In this form of SnO₂ each tin atom has six oxygen neighbours and each oxygen three tin neighbours. Together with the trigonal symmetry, this describes flat O–Sn–O layers stacked as in CdI₂. Strong bonds hold each layer together, while only weak forces act from one layer to the next. If the cell has been calculated at a few volumes around its equilibrium, how well can one foresee what happens when it is squeezed by 9 and by 12 per cent?

Layered SnO₂ (space group P-3m1), computed with Ansatz 0.2.0 using PBE with D3(BJ) dispersion, PAW and plane waves to 420 eV, without spin polarization, on a 12×12×6 k mesh with Gaussian smearing of 0.02 eV. Cell shape and atoms are relaxed at each fixed volume, and energies count from the minimum of a third-order Birch-Murnaghan fit.

```
volume (Å³/atom)  energy over minimum (meV/atom)  pressure (GPa)  band gap on mesh (eV)
           12.07                               ?               ?                      ?
           12.48                               ?               ?                      ?
           12.90                            5.80           2.590                  1.698
           13.31                            1.30           1.060                  1.788
           13.72                            0.00           0.010                  1.874
           14.13                            1.00          -0.730                  1.960
           14.54                            3.50          -1.180                  2.034
           15.09                            8.10          -1.490                  2.126
```

The pressure is what must be applied to hold the cell at a given volume, and a negative value means that the cell is being pulled apart. The energies count from the minimum of this layered form, so they say nothing about its stability against rutile, the ordinary form of SnO₂. The layered cell is itself an invented one, built by stacking oxygen layers and placing tin between them. It was relaxed in the symmetry of its start, so a distortion that breaks this symmetry under pressure would not show up here.

The first thing to read from the table is how unevenly the crystal resists. Stiffness here means the rise in pressure for a given relative loss of volume. Between the two most expanded volumes it is only about 8 GPa, and between the two most compressed of the known volumes it is about 49 GPa. A constant stiffness would therefore be a poor guide to stronger compression.

The layers offer a natural explanation. Picture two springs in series, one soft and one hard, where the soft one stiffens sharply as its coils come together. Both carry the same force, so at first nearly all the shortening takes place in the soft spring, which stands for the space between the layers. As the oxygen sheets on either side of that space approach, their electron clouds repel each other ever more steeply, and the stack hardens. The picture is limited to forces along the stacking direction, whereas a real crystal under pressure also shrinks within the layers.

To turn this hardening into numbers, let V be the volume per atom and V₀ = 13.72 Å³ the volume at which the pressure is almost zero. A convenient measure of compression is

y = (V₀/V)^(2/3) − 1.

An energy with a term in y² alone already hardens as an ordinary solid does, and an added term in y³ lets the hardening be stronger or weaker. The derivative of this energy with respect to volume, with its sign reversed, gives the pressure

P = (V₀/V)^(5/3) · (b y + c y²).

This is the third-order Birch-Murnaghan equation. The constant b sets the stiffness at equilibrium, and c tells how fast the crystal departs from the behaviour of an ordinary solid, for which c is small.

Fitted to the six known pressures alone, the equation gives a bulk modulus, the stiffness at equilibrium, of about 30 GPa. Rutile SnO₂, bonded strongly in all three directions, is several times stiffer. In the layered form the modulus at first grows by about 12 GPa for each GPa of pressure, where about 4 is usual for solids. The notes supplied with the data call such a derivative unusual, a caution that rests on the data makers' tests on other systems; the calculation itself raised no warning. A small modulus with a large derivative is also what a weak contact between stiff layers should produce. Both numbers depend on the dispersion correction, which is expected to supply much of the attraction between the layers, though no calculation without it is shown here.

The smaller of the two withheld volumes, 12.07 Å³, lies outside the fit and can be worked out by hand. There V₀/V = 1.137 and y = 0.0892, so that

P = 1.238 · (44.52 · 0.0892 + 264 · 0.0892²) GPa = 1.238 · (3.97 + 2.10) GPa ≈ 7.5 GPa.

The second term in the bracket, which carries the extra hardening, is more than half as large as the first. With the stiffness frozen at its equilibrium value, the pressure would come out at only 3.8 GPa.

Another common equation, that of Murnaghan, lets the stiffness grow by the same amount for every GPa. It also has two constants, but it follows the known pressures less closely and leads to 5.1 and 9.0 GPa at the two withheld volumes. In the spring picture such steady growth should not last, because once the soft spring has hardened, the other must take a larger share of the shortening. The prediction therefore follows Birch-Murnaghan: 4.7 ± 0.3 GPa at 12.48 Å³ and 7.5 ± 0.8 GPa at 12.07 Å³. These ranges, like those below, are judgements of how far the model may fail, not statistical confidence intervals.

The energy is the work done in pressing the cell together, so it follows from the same curve by integration. Over the known volumes this work agrees with the calculated energies to about one per cent. The prediction is 15.2 ± 0.8 and 30.7 ± 2.5 meV/atom. The energy should thus double between 9 and 12 per cent compression, whereas a spring of constant stiffness would store only about (12/9)² ≈ 1.8 times as much.

The band gap behaves quite differently from the pressure. From 12.90 to 13.31 Å³ it widens by 0.09 eV while the pressure falls by 1.5 GPa. From 14.54 to 15.09 Å³ it widens by the same amount while the pressure falls by only 0.3 GPa. The gap evidently keeps step with the volume and not with the force needed to reach it.

This suggests a volume deformation potential, that is, a fixed change of gap for each relative change of volume. A straight line in ln V through the six known gaps gives about 0.027 eV for one per cent of volume. A likely reason for the narrowing is that oxygen states on facing layers overlap more strongly as the layers approach, which broadens the bands and brings their edges closer. The volumes and gaps alone do not test this cause.

On the compressed side the known gaps fall a little faster than the fitted line. Continuing that steeper slope gives slightly smaller gaps than the line does, and the prediction leans towards it: 1.60 ± 0.03 eV at 12.48 Å³ and 1.51 ± 0.06 eV at 12.07 Å³. The wider range at the smaller volume allows for a change of slope. In short, the stiffness should keep rising and the gap should keep narrowing.

The withheld rows as computed:

```
volume (Å³/atom)  energy over minimum (meV/atom)  pressure (GPa)  band gap on mesh (eV)
           12.07                           30.50           7.520                  1.522
           12.48                           15.00           4.690                  1.606
```

All six results fall within their ranges. The pressures, 4.69 and 7.52 GPa, lie within about 0.02 GPa of the predicted values. The Murnaghan equation is too high by 0.4 GPa at the first volume and by 1.5 GPa at the second. A fair description of the known rows was thus no guarantee for the next few per cent of compression.

The new pressures show where that equation goes wrong. From the most compressed known step to the last new one, the stiffness rises from 49 to 85 GPa while the mean pressure of the step rises by 4.3 GPa. That is about 8 GPa of stiffness for each GPa of pressure, whereas the fitted Murnaghan curve insists on nearly 13. The crystal goes on hardening, but at a slackening rate.

This is what two springs in series should do, yet the success of the formula does not prove the picture. The Birch-Murnaghan equation knows nothing of layers, and its cubic energy brings a slackening of its own. The numbers establish the hardening and its slower growth. The calculated cells add a piece of evidence: on compression their height along the stacking direction shrinks, in proportion, several times more than their width within the layers. That the loss falls on the space between the layers, and not on their thickness, is still argued from the weak forces there.

The energies come out at 15.0 and 30.5 meV/atom, each 0.2 meV/atom below the prediction. They double as foreseen. A spring of constant stiffness would already give a factor of about 1.8, and the rest comes from the hardening of the crystal. Energy and pressure come from the same calculation, so their agreement shows that the two are consistent and is not a second, independent success.

The gaps, 1.606 and 1.522 eV, lie above the predictions by 0.006 and 0.012 eV. Though small, the second difference has a visible origin: in the last step the gap narrows less for a given relative loss of volume than in any of the known compressed steps. The table does not tell why, and a change of about 0.01 eV is too small to carry an explanation by itself.

The straight line in ln V comes within 0.002 eV of the gap at the smallest volume, which is partly good fortune. It averages over slopes that vary by more than a tenth from step to step, and here the deviations happen to cancel. The changes of the gap deserve more trust than its size, because this level of theory makes gaps too small and a finite mesh of k points can miss the true band edges. Doped SnO₂, in its ordinary rutile form, serves in electronics as a transparent conductor. For the layered form the trend means that equal pressure from all sides would reduce the gap. Strain in a single direction or within the layers was not calculated and may act differently.

The printed output that follows contains the fits to the six known rows, the misses at the two others and the stiffness of each step.

Numerical output:

```
fit of pressure on 6 rows: coefficient of g1 44.52 +/- 0.13, coefficient of g2 264 +/- 2.7; rms 0.0083, worst 13.31 0.0128, leave-one-out rms 0.0214
  rows outside the fit (model, value, miss): 12.07 7.515, 7.52, -0.00543; 12.48 4.712, 4.69, 0.0224
fit of pressure on 6 rows: coefficient of r**s - 1 2.185 +/- 0.026, s 12.73; rms 0.0338, worst 14.13 0.0468, leave-one-out rms 0.102
  rows outside the fit (model, value, miss): 12.07 8.985, 7.52, 1.47; 12.48 5.115, 4.69, 0.425
Bulk modulus from known pressures (GPa): 29.68
Pressure derivative of bulk modulus from known pressures: 11.9
fit of energy_over_minimum on 6 rows: coefficient of work 0.991 +/- 0.0017; rms 0.0165, worst 14.54 -0.029, leave-one-out rms 0.0199
  rows outside the fit (model, value, miss): 12.07 30.48, 30.5, -0.021; 12.48 15.15, 15, 0.146
fit of band_gap_on_mesh on 6 rows: constant 1.872 +/- 0.0025, coefficient of lv 2.746 +/- 0.046; rms 0.00481, worst 14.13 -0.00733, leave-one-out rms 0.00865
  rows outside the fit (model, value, miss): 12.07 1.52, 1.522, -0.00196; 12.48 1.612, 1.606, 0.00575
Gap change for one percent volume change from the line (eV): 0.02746
Stiffness ratio of most compressed to most expanded known step: 5.857
Steps and simple estimates:
    row  volume change (%)  stiffness from row above (GPa)  constant-stiffness pressure (GPa)  energy from pressure fit (meV/atom)  gap slope from row above (eV per ln V)  gap by continued slope (eV)
  12.07             -12.03                             n/a                              3.803                                30.76                                     n/a                        1.507
  12.48             -9.038                           84.72                              2.812                                15.28                                   2.515                        1.603
   12.9             -5.977                           63.44                              1.829                                5.864                                   2.779                        1.698
  13.31             -2.988                            48.9                             0.9006                                 1.29                                   2.876                        1.788
  13.72                  0                           34.61                                  0                                    0                                   2.835                        1.875
  14.13              2.988                           25.13                             -0.874                               0.9976                                   2.921                         1.96
  14.54              5.977                           15.73                             -1.723                                3.502                                   2.587                        2.042
  15.09              9.985                           8.349                             -2.825                                8.183                                   2.478                        2.149
```
